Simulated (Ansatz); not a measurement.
# ZnS (Wurtzite-6H) (P6_3mc) in Ansatz: band structure with PBE

Aim: the band structure of ZnS (Wurtzite-6H) with PBE.

All numbers are computed with Ansatz 0.2.0; they aren't measurements. Logs are shortened: lines on timing, memory, paths and dates and some standing lists are left out, and cuts for length are marked.

**The experiment to reproduce.**

A printed reference work, monograph reports, for a bulk crystal of ZnS at 4 K: band gap 3.911 eV (direct).

The runs below are set against these values where they give the same quantity.

## 1. The crystal as given

The structure is hexagonal, space group P6_3mc (No. 186). Conventional cell: a = 3.812 Å, b = 3.812 Å, c = 18.690 Å, α = 90.00°, β = 90.00°, γ = 120.00°. Zn (site symmetry 3m) is surrounded by 4 S at 2.33 to 2.34 Å. Zn (site symmetry 3m) has 4 S at 2.33 to 2.34 Å as nearest neighbours. Zn (site symmetry 3m) is surrounded by 4 S at 2.33 to 2.34 Å. S (site symmetry 3m) has 4 Zn at 2.33 to 2.34 Å as nearest neighbours. Around S (site symmetry 3m) lie 4 Zn at 2.33 to 2.34 Å. S (site symmetry 3m) is surrounded by 4 Zn at 2.33 to 2.34 Å.

## 2. Band structure, PBE

input.yaml

```yaml
crystal:
  lattice:
    - [3.812, 0.0, 0.0]
    - [-1.906, 3.3012888392, 0.0]
    - [0.0, 0.0, 18.68999]
  atoms:
    - { symbol: Zn, position: [0.3333333333, 0.6666666667, 0.83333] }
    - { symbol: Zn, position: [0.6666666667, 0.3333333333, 0.33333] }
    - { symbol: Zn, position: [0.6666666667, 0.3333333333, 0.66667] }
    - { symbol: Zn, position: [0.3333333333, 0.6666666667, 0.16667] }
    - { symbol: Zn, position: [0.0, 0.0, 0.5] }
    - { symbol: Zn, position: [0.0, 0.0, 0.0] }
    - { symbol: S, position: [0.3333333333, 0.6666666667, 0.95833] }
    - { symbol: S, position: [0.6666666667, 0.3333333333, 0.45833] }
    - { symbol: S, position: [0.6666666667, 0.3333333333, 0.79167] }
    - { symbol: S, position: [0.3333333333, 0.6666666667, 0.29167] }
    - { symbol: S, position: [0.0, 0.0, 0.625] }
    - { symbol: S, position: [0.0, 0.0, 0.125] }
hamiltonian:
  xc: pbe
  pseudopotentials: { kind: paw }
kpoints:
  mp_grid: { grid: [8, 8, 2] }
  band_path:
    path:
      - [[0.0, 0.0, 0.0], [0.5, 0.0, 0.0], [0.3333333333, 0.3333333333, 0.0], [0.0, 0.0, 0.0], [0.0, 0.0, 0.5], [0.5, 0.0, 0.5], [0.3333333333, 0.3333333333, 0.5], [0.0, 0.0, 0.5]]
      - [[0.5, 0.0, 0.5], [0.5, 0.0, 0.0]]
      - [[0.3333333333, 0.3333333333, 0.0], [0.3333333333, 0.3333333333, 0.5]]
    npoints: 10
scf:
  occupations: { method: fermi_dirac, width: 0.05 }
  n_extra_bands: 30
output:
  forces: true
  stress: true
  eigenvalues: true
  fatbands: false
  write_density: true
  write_potential: true
  elf: true
  volumetric_format: npy
```

Potentials or basis: Ansatz PAW.

Started as:

```sh
ansatz run input.yaml --threads 4 --pin off --max-ram 11264MiB --backend cpu --events-out ev --progress --plain --runs-dir out
```

The program printed:

```text
Warning: RAYON_NUM_THREADS=4 ignored (pool sized by the plan → 4); use --threads N
scf.n_extra_bands = 30 over 54 filled bands (N_el = 108.0): the run solves 84 bands
Engine: ansatz 0.2.0, x86_64-unknown-linux-gnu
Pseudopotentials: kind: paw
Pseudopotential: Zn, paw, valence charge 12, recommended cutoff 420 eV (normal), Zn.paw.azcp
Pseudopotential: S, paw, valence charge 6, recommended cutoff 420 eV (normal), S.paw.azcp
Functional definition: PBE
  parameter kappa = 0.804
  parameter beta = 0.06672455060314922
  exchange = pbe_x(kappa = kappa, mu = beta*pi^2/3)
  correlation = pbe_c(beta = beta)
Crystal: 12 atoms, lattice volume = 235.204 Å³
Basis set: ecut = 420 eV, 4611 PW (Γ), exchange–correlation on 54×54×250 points (8 copies of the dense FFT grid, shifted against one another)
Bands: 84, of which v1, the nominal top of the filled ones, is band 54 counted from 1 (53 counted from 0)
Symmetry: 12 space group operations
Space group: P63mc (ITA 186), of the structure as read, at distance tolerance 6.2e-5 Å
k-points: 20 of 128
Non-local potential: Zn, projectors of the file, l = 0: 2, l = 1: 2, l = 2: 3, l = 3: 1
Non-local potential: S, projectors of the file, l = 0: 2, l = 1: 2, l = 2: 2
PAW form: soft (Blöchl's): semilocal exchange-correlation on the pseudo side does not see the compensation charge
PAW one-centre angular grid: Zn, 590 points (default); XC on 64 Gauss nodes
PAW one-centre angular grid: S, 110 points (default); XC on 64 Gauss nodes
Initial density: superposition of atomic densities (neutral atoms: chi_scale 0, normalization atom), corrected by the library's trained network
[... 30 lines left out ...]
  E_ewald      = -7533.374756
  E_smearing   = -0.000000  (= −TS)
  E_closure    = 0.000000  (closes the sum)
  Σ components = -25336.350923   (vs F -25336.350923, Δ=0.00e0)
--- Forces (eV/Å), atoms counted from 1 ---
  atom   1  Zn    -0.00000000    -0.00000000     0.00250748
  atom   2  Zn    -0.00000000     0.00000000     0.00250748
  atom   3  Zn     0.00000000    -0.00000000     0.01307762
  atom   4  Zn     0.00000000     0.00000000     0.01307762
  atom   5  Zn    -0.00000000     0.00000000    -0.00355853
  atom   6  Zn    -0.00000000    -0.00000000    -0.00355853
  atom   7  S      0.00000000     0.00000000    -0.02978234
  atom   8  S      0.00000000    -0.00000000    -0.02978234
  atom   9  S      0.00000000     0.00000000    -0.00667279
  atom  10  S      0.00000000    -0.00000000    -0.00667279
  atom  11  S      0.00000000     0.00000000     0.02442960
  atom  12  S     -0.00000000    -0.00000000     0.02442960
  max |Σ_I F_I| component: 2.08e-6 eV/Å
--- Stress (GPa, compression-positive) ---
        2.098284       0.000000       0.000000
        0.000000       2.098284       0.000000
       -0.000000       0.000000       2.154506
  P = ⅓ Tr σ = 2.1170 GPa (21.170 kbar)
--- Band table (eV; the first three rows and the last of 20) ---
  k-point 0: bands = ["-7.3201", "-7.1183", "-7.1101", "-6.6518", "-6.6433", "-6.3775", "-0.4887", "-0.4850", "-0.4820", "-0.4820", "-0.4774", "-0.4622", "-0.4622", "-0.4428", "-0.4428", "-0.4061", "-0.4061", "-0.3920", "-0.3920", "-0.3759", "-0.3759", "-0.3367", "-0.3289", "0.0037", "0.0037", "0.0073", "0.0073", "0.0224", "0.0224", "0.0275", "0.0275", "0.0467", "0.0467", "0.0565", "0.0565", "0.2226", "0.5364", "1.9598", "1.9692", "4.1652", "4.1824", "4.9912", "4.9912", "5.1850", "5.1850", "5.1972", "5.1972", "5.6236", "5.6236", "5.6347", "5.6347", "5.8522", "5.8756", "5.8756", "8.0377", "9.0852", "9.1337", "9.2097", "9.2414", "9.3749", "12.1556", "12.1967", "12.1967", "12.2460", "12.2989", "12.4255", "12.4255", "12.6402", "12.6402", "12.7303", "12.7303", "12.9965", "12.9965", "13.1509", "13.1509", "13.6525", "13.7848", "14.9057", "16.3338", "16.3338", "16.6878", "16.6878", "17.3550", "17.3550"]
  k-point 1: bands = ["-7.2665", "-7.2665", "-6.8913", "-6.8913", "-6.4528", "-6.4528", "-0.4873", "-0.4873", "-0.4749", "-0.4749", "-0.4749", "-0.4749", "-0.4457", "-0.4457", "-0.4243", "-0.4243", "-0.4243", "-0.4243", "-0.3813", "-0.3813", "-0.3813", "-0.3813", "-0.0901", "-0.0901", "0.0057", "0.0057", "0.0057", "0.0057", "0.0240", "0.0240", "0.0240", "0.0240", "0.0523", "0.0523", "0.0523", "0.0523", "1.0784", "1.0784", "3.0255", "3.0255", "5.0438", "5.0438", "5.0438", "5.0438", "5.2669", "5.2669", "5.4026", "5.4026", "5.4026", "5.4026", "5.8073", "5.8073", "5.8073", "5.8073", "8.5152", "8.5152", "9.1456", "9.1456", "9.4082", "9.4082", "12.1951", "12.1951", "12.2837", "12.2837", "12.2837", "12.2837", "12.7201", "12.7201", "12.7201", "12.7201", "12.7670", "12.7670", "13.0644", "13.0644", "13.0644", "13.0644", "14.5690", "14.5690", "16.5566", "16.5566", "16.5566", "16.5566", "17.2115", "17.2115"]
  k-point 2: bands = ["-7.2146", "-7.0212", "-7.0129", "-6.5773", "-6.5689", "-6.3194", "-0.5030", "-0.4981", "-0.4806", "-0.4647", "-0.4609", "-0.4388", "-0.4302", "-0.4204", "-0.4196", "-0.4070", "-0.3968", "-0.3776", "-0.3708", "-0.3633", "-0.3444", "-0.3160", "-0.3034", "-0.0123", "-0.0078", "-0.0047", "0.0051", "0.0088", "0.0185", "0.0207", "0.0354", "0.0415", "0.0514", "0.0593", "0.0614", "0.2592", "0.6936", "2.0084", "2.0166", "3.9161", "3.9415", "4.2384", "4.5176", "4.5371", "4.7453", "4.9328", "4.9673", "4.9752", "5.1269", "5.2187", "5.4626", "5.4711", "5.7213", "5.7460", "8.8234", "9.6555", "9.7849", "9.8107", "9.8798", "10.0647", "11.5267", "11.5797", "11.9102", "12.2883", "12.4565", "12.4666", "12.5114", "12.6990", "12.7568", "12.7633", "12.9282", "13.1911", "13.2201", "13.4293", "13.4296", "13.6720", "13.8157", "14.7225", "15.4124", "15.8045", "16.2662", "16.5753", "16.6705", "16.9078"]
  k-point 19: bands = ["-6.2172", "-6.2172", "-6.1543", "-6.1543", "-6.0953", "-6.0953", "-0.4093", "-0.4093", "-0.3754", "-0.3754", "-0.3219", "-0.3219", "-0.2918", "-0.2918", "-0.2576", "-0.2576", "-0.2041", "-0.2041", "-0.1053", "-0.1053", "-0.0753", "-0.0753", "-0.0334", "-0.0334", "0.0042", "0.0042", "0.0264", "0.0264", "0.0450", "0.0450", "0.2389", "0.2389", "0.2806", "0.2806", "0.3521", "0.3521", "1.0514", "1.0514", "1.2711", "1.2711", "1.4187", "1.4187", "2.6219", "2.6219", "2.9582", "2.9582", "3.3640", "3.3640", "3.8242", "3.8242", "4.1977", "4.1977", "4.4559", "4.4559", "10.2974", "10.2974", "10.6073", "10.6073", "11.0062", "11.0062", "11.7880", "11.7880", "12.0180", "12.0180", "12.4823", "12.4823", "13.1192", "13.1192", "13.8585", "13.8585", "14.3607", "14.3607", "14.7445", "14.7445", "15.4124", "15.4124", "15.6076", "15.6076", "16.4669", "16.4669", "16.9474", "16.9474", "17.1395", "17.1395"]
```

bands.tsv:

```text
[... 115 lines left out ...]
```

rho_z.tsv:

```text
# z_ang	rho[e/angstrom^3]
# format = ansatz-planar-average/11
# lattice	3.812000000	0.000000000	0.000000000
# lattice	-1.906000000	3.301288839	0.000000000
# lattice	0.000000000	0.000000000	18.689990000
# sites	12
# site	30	0.000000000	2.200859226	15.574929367
# site	30	1.906000000	1.100429613	6.229934367
# site	30	1.906000000	1.100429613	12.460055633
# site	30	0.000000000	2.200859226	3.115060633
# site	30	0.000000000	0.000000000	9.344995000
# site	30	0.000000000	0.000000000	0.000000000
# site	16	0.000000000	2.200859226	17.911178117
# site	16	1.906000000	1.100429613	8.566183117
# site	16	1.906000000	1.100429613	14.796304383
# site	16	0.000000000	2.200859226	5.451309383
# site	16	0.000000000	0.000000000	11.681243750
# site	16	0.000000000	0.000000000	2.336248750
0.000000	1.423289e0
0.149520	1.145772e0
0.299040	6.795274e-1
0.448560	3.553412e-1
0.598080	2.021144e-1
0.747600	1.339777e-1
[... 117 lines left out ...]
18.390950	8.738642e-1
18.540470	1.251499e0
```

It took 30 s on 4 threads of Intel Xeon Platinum 8259CL at 2.50GHz (Skylake/Cascade Lake), shared host; peak memory 1.5 GiB.

What came out:

```
Free energy             : -25336.3509 eV
Pressure                : 2.1 GPa
Largest force           : 0.030 eV/Å
Band gap on the k mesh  : 2.16 eV, direct
Band gap along the path : 2.16 eV, direct
```

Forces on the atoms (eV/Å):
```
Zn   0.000  0.000  0.003
Zn   0.000  0.000  0.003
Zn   0.000  0.000  0.013
Zn   0.000  0.000  0.013
Zn   0.000  0.000 -0.004
Zn   0.000  0.000 -0.004
S    0.000  0.000 -0.030
S    0.000  0.000 -0.030
S    0.000  0.000 -0.007
S    0.000  0.000 -0.007
S    0.000  0.000  0.024
S    0.000  0.000  0.024
```

Levels at the corners of the path, in eV from the valence-band top:
| point | band 51 | band 52 | band 53 | band 54 | band 55 | band 56 | band 57 | band 58 |
| --- | --- | --- | --- | --- | --- | --- | --- | --- |
| Γ | -0.24 | -0.02 | 0.00 | 0.00 | 2.16 | 3.21 | 3.26 | 3.33 |
| M | -1.27 | -1.26 | -1.10 | -0.88 | 3.43 | 3.56 | 3.60 | 3.87 |
| K | -1.90 | -1.55 | -1.49 | -1.49 | 4.42 | 4.42 | 4.42 | 5.34 |
| Γ | -0.24 | -0.02 | 0.00 | 0.00 | 2.16 | 3.21 | 3.26 | 3.33 |
| A | -0.07 | -0.07 | -0.07 | -0.07 | 2.64 | 2.64 | 3.27 | 3.27 |
| L | -1.22 | -1.22 | -0.99 | -0.99 | 3.36 | 3.36 | 3.85 | 3.85 |
| H | -1.71 | -1.71 | -1.56 | -1.56 | 4.67 | 4.67 | 4.75 | 4.75 |
| A | -0.07 | -0.07 | -0.07 | -0.07 | 2.64 | 2.64 | 3.27 | 3.27 |
| L | -1.22 | -1.22 | -0.99 | -0.99 | 3.36 | 3.36 | 3.85 | 3.85 |
| M | -1.27 | -1.26 | -1.10 | -0.88 | 3.43 | 3.56 | 3.60 | 3.87 |
| K | -1.90 | -1.55 | -1.49 | -1.49 | 4.42 | 4.42 | 4.42 | 5.34 |
| H | -1.71 | -1.71 | -1.56 | -1.56 | 4.67 | 4.67 | 4.75 | 4.75 |

Caveat: the cell's inner coordinates are idealised or old, which leaves forces on the atoms.

## 3. How close it comes

Step 2. Measured gap of ZnS: 3.911 eV (direct; 4 K; a printed reference work, monograph). This calculation gives 2.16 eV (-1.75 eV). The value is that of PBE, without temperature or zero-point motion. Semilocal functionals fall short of measured gaps as a rule.
